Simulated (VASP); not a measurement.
The input files of a VASP run:

### POSCAR
```
CaF2
1
    0.0000000000     2.7300000000     2.7300000000
    2.7300000000     0.0000000000     2.7300000000
    2.7300000000     2.7300000000     0.0000000000
Ca F
1 2
Direct
  0.0000000000   0.0000000000   0.0000000000
  0.2500000000   0.2500000000   0.2500000000
  0.7500000000   0.7500000000   0.7500000000
```

**KPOINTS**
```
Automatic mesh
0
Gamma
5 5 5
0 0 0
```

### INCAR
```
SYSTEM = CaF2
PREC = Accurate
ENCUT = 520
EDIFF = 1E-6
NELM = 3
ALGO = Normal
LREAL = .FALSE.
LASPH = .TRUE.
ISMEAR = 0
SIGMA = 0.05
GGA = PE
LWAVE = .FALSE.
LCHARG = .FALSE.
ISIF = 2
```

POTCAR, in this order: Ca_sv F (PBE.64 set). Program: vasp_std.

The run wrote:

### standard output
```
 POSCAR found type information on POSCAR CaF
 POSCAR found :  2 types and       3 ions
 Reading from existing POTCAR
 Reading from existing POTCAR
 LDA part: xc-table for (Slater+PW92), standard interpolation
 POSCAR, INCAR and KPOINTS ok, starting setup
 WAVECAR not read
 entering main loop
       N       E                     dE             d eps       ncg     rms          rms(c)
DAV:   1     0.231511902909E+03    0.23151E+03   -0.14015E+04   320   0.152E+03
DAV:   2    -0.848913382227E+01   -0.24000E+03   -0.23841E+03   408   0.397E+02
DAV:   3    -0.182373927117E+02   -0.97483E+01   -0.97402E+01   368   0.915E+01

 -----------------------------------------------------------------------------
|                                                                             |
|           W    W    AA    RRRRR   N    N  II  N    N   GGGG   !!!           |
|           W    W   A  A   R    R  NN   N  II  NN   N  G    G  !!!           |
|           W    W  A    A  R    R  N N  N  II  N N  N  G       !!!           |
|           W WW W  AAAAAA  RRRRR   N  N N  II  N  N N  G  GGG   !            |
|           WW  WW  A    A  R   R   N   NN  II  N   NN  G    G                |
|           W    W  A    A  R    R  N    N  II  N    N   GGGG   !!!           |
|                                                                             |
|     The electronic self-consistency was not achieved in the given           |
|     number of steps (NELM). The forces and other quantities evaluated       |
|     might not be reliable so examine the results carefully. If you find     |
|     spurious results, we suggest increasing NELM, if you were close to      |
|     convergence or switching to a different ALGO or adjusting the           |
|     density mixing parameters otherwise.                                    |
|                                                                             |
 -----------------------------------------------------------------------------

   1 F= -.18237393E+02 E0= -.18237393E+02  d E =-.563577E-21
```

OUTCAR:
```
------------------------ aborting loop EDIFF was not reached (unconverged)  ----------------------------
  FORCE on cell =-STRESS in cart. coord.  units (eV):
  Direction    XX          YY          ZZ          XY          YZ          ZX
  --------------------------------------------------------------------------------------
  Total       39.8521950     39.8521950     39.8521950      0.0000000      0.0000000     -0.0000000
  in kB     1569.0792991   1569.0792991   1569.0792991      0.0000000      0.0000000     -0.0000000
  external PRESSURE =    1569.0792991 kB  Pullay stress =       0.0000000 kB
  volume of cell :       40.69
      direct lattice vectors                 reciprocal lattice vectors
     0.000000000  2.730000000  2.730000000    -0.183150183  0.183150183  0.183150183
     2.730000000  0.000000000  2.730000000     0.183150183 -0.183150183  0.183150183
     2.730000000  2.730000000  0.000000000     0.183150183  0.183150183 -0.183150183
 POSITION                                       TOTAL-FORCE (eV/Angst)
 -----------------------------------------------------------------------------------
      0.00000      0.00000      0.00000         0.000000     -0.000000      0.000000
      1.36500      1.36500      1.36500        -0.000000     -0.000000     -0.000000
      4.09500      4.09500      4.09500         0.000000      0.000000     -0.000000
 -----------------------------------------------------------------------------------
    total drift:                                0.000000     -0.000000      0.000000
  FREE ENERGIE OF THE ION-ELECTRON SYSTEM (eV)
  ---------------------------------------------------
  free  energy   TOTEN  =       -18.2373927117 eV

  energy  without entropy=      -18.2373927117  energy(sigma->0) =      -18.23739271
```
(Selected blocks of OUTCAR.)

### Question
From input and log, find the fault in this run and mend it.

### Answer
The cause: NELM is too small, so the electronic loop ends before EDIFF is met. The run did not converge; its last values are not results. Against the sound run, the energy per atom (σ→0) falls by 0.303 eV/atom; the pressure rises by 154.30 GPa; the band gap goes up by 1.72 eV. To mend it, set NELM = 100.

The mended run (PBE GGA, plane waves, VASP's PBE PAW potentials (set 64)) converges, and its OSZICAR ends with
```
   1 F= -.17328045E+02 E0= -.17328045E+02  d E =-.214632E-22
```

The compound is CaF2 in the fluorite structure. The cell was not relaxed at this level.
